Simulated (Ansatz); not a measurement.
## ScAl3: relaxation of cell and atoms with PBEsol

ScAl3:

```xyz
4
Lattice="4.0878 0.0000 0.0000 0.0000 4.0878 0.0000 0.0000 0.0000 4.0878" Properties=species:S:1:pos:R:3 pbc="T T T"
Sc    0.0000    0.0000    0.0000
Al    2.0439    2.0439    0.0000
Al    0.0000    2.0439    2.0439
Al    2.0439    0.0000    2.0439
```

The cell is a database's computed one.

* Program: Ansatz 0.2.0
* Task: relaxation of cell and atoms
* Functional: PBEsol
* Potentials or basis: Ansatz PAW
* Cutoff: 420 eV (not typed: the program's choice for these potentials)
* k mesh: 7 × 7 × 7
* Occupations: fermi-dirac, width 0.05 eV
* Spin: no spin polarisation

* Relaxed volume: 16.87 Å³/atom
* Relaxed cell: a = 4.071 Å, b = 4.071 Å, c = 4.071 Å, α = 90.00°, β = 90.00°, γ = 90.00°
* Space group after relaxing (to 0.05 Å): Pm-3m (No. 221)
* Energy gained by relaxing: 0.7 meV/atom
* Ionic steps: 4
* Pressure after relaxing: 0.0 GPa

The path:
```
step  energy change (eV)  largest force (eV/Å)  volume (Å³)
   1              0.0000                0.0000        68.31
   2             -0.0018                0.0000        66.86
   3             -0.0032                0.0000        67.48
   4             -0.0030                0.0000        67.48
```

Final structure:
```
Sc Al
1.0
     4.07127    0.00000    0.00000
     0.00000    4.07127    0.00000
     0.00000    0.00000    4.07127
Sc Al
1 3
Direct
  0.00000 0.00000 0.00000
  0.50000 0.50000 0.00000
  0.00000 0.50000 0.50000
  0.50000 0.00000 0.50000
```

It took 1.4 s on 2 threads of Intel(R) Xeon(R) 6975P-C (Granite Rapids), with other jobs on the host, peak memory 0.39 GiB.

Caveat: the plane-wave basis is chosen anew once the cell has moved, so the energies of steps on either side of that aren't comparable; the PAW data sets come from PBE, with cores solved anew for the run's functional, which leaves a small shift of forces and pressure.
